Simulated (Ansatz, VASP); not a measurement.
**Two plane-wave programs on RbBr**

```
Rb Br
1.0
     4.12608    0.00000    0.00000
     0.00000    4.12608    0.00000
     0.00000    0.00000    4.12608
Rb Br
1 1
Cartesian
  0.0000 0.0000 0.0000
  2.0630 2.0630 2.0630
```

Alike in both runs: task single point; functional PBE; k mesh 4 × 4 × 4; no spin polarisation.

|  | VASP | Ansatz |
| --- | --- | --- |
| version | VASP 6.6.1 | Ansatz 0.2.0 |
| potentials or method | VASP PAW PBE potentials, release 64 (Rb_sv, Br) | scalar-relativistic, plane waves, PAW |
| plane-wave cutoff (eV) | 520 | 460 |
| occupations | methfessel-paxton of order 1, width 0.272114 eV | cold |
| valence electrons in the cell | 16 | 16 |

|  | VASP | Ansatz | Ansatz less VASP |
| --- | --- | --- | --- |
| gap on the k mesh at the Fermi level (eV) | 4.08 | 4.08 | 0.000 |
| least direct gap on the mesh (eV) | 4.23 | 4.23 | -0.001 |
| pressure (GPa) | 0.8 | 0.8 | -0.02 |

A k mesh can miss the band edges. As with any semilocal functional, this PBE gap is likely too small.
